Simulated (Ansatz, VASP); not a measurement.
**CdS: VASP beside Ansatz**

```
Cd S
1.0
     3.16575    0.00000    0.00000
     0.00000    3.16575    0.00000
     0.00000    0.00000    3.16575
Cd S
1 1
Direct
  0.00000 0.00000 0.00000
  0.50000 0.50000 0.50000
```

Change from the starting cell: volume scaled by 0.8, crystal datasets.

Alike in both runs: task single point; functional PBE; k mesh 14 × 14 × 14; occupations fermi-dirac, width 0.05 eV; no spin polarisation.

```csv
,VASP,Ansatz
version,VASP 6.6.1,Ansatz 0.2.0
potentials or method,"VASP PAW PBE potentials, release 64 (Cd, S), cutoff 520 eV","all-electron PAW with datasets made for the crystal, scalar-relativistic"
```

VASP gave:

* pressure (GPa): 27.1

Which values does Ansatz return?

Pressure (GPa): 26.1.

Ansatz ran all-electron here, so the differences hold the error of VASP's frozen core and of both bases.

Caveats: so large a pressure means that the cell lies far from this level's equilibrium, or that cutoff or potentials fall short (VASP).
